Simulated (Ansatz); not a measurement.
## Li and the effect of the functional

The cell as given:

```cif
data_structure
_symmetry_space_group_name_H-M 'Im-3m'
_symmetry_Int_Tables_number 229
_cell_length_a 3.5093
_cell_length_b 3.5093
_cell_length_c 3.5093
_cell_angle_alpha 90.000
_cell_angle_beta 90.000
_cell_angle_gamma 90.000
_cell_volume 43.22
loop_
_atom_site_label
_atom_site_type_symbol
_atom_site_symmetry_multiplicity
_atom_site_Wyckoff_symbol
_atom_site_fract_x
_atom_site_fract_y
_atom_site_fract_z
_atom_site_occupancy
Li1 Li 2 a 0.00000 0.00000 0.00000 1
```

Kept alike: task relaxation of cell and atoms; k mesh 11 × 11 × 11; occupations fermi-dirac, width 0.05 eV; no spin polarisation. Program: Ansatz, Ansatz PAW. Cutoffs run from 420 to 500 eV. The mesh is that of the run's cell of 1 atom. No spin-orbit coupling.

| functional | volume (Å³/atom) |
| --- | --- |
| BLYP | 20.025 |
| LDA | 19.016 |
| PBE | 20.174 |
| PBEsol | 20.156 |
| RPBE | 21.038 |
| r2SCAN | 20.980 |
| revPBE | 21.114 |

The relaxations keep at least the cell's symmetry (Im-3m). For a metal such a mesh leaves the last digits unconverged. Relaxations stop with a little pressure left, so the last digits of a volume or edge aren't settled. All rows use potentials made for PBE.

Question: What does the functional change here?

Answer: The volume runs from 19.016 (LDA) to 21.114 Å³/atom (revPBE). From PBE: BLYP -0.149; LDA -1.158; PBEsol -0.018; RPBE +0.864; r2SCAN +0.806; revPBE +0.940. Measured: 21.61 Å³/atom at 293 K (COD entry, Crystal Structures 1 7 1963); nearest revPBE, 0.50 Å³/atom off. The runs are for a static lattice.
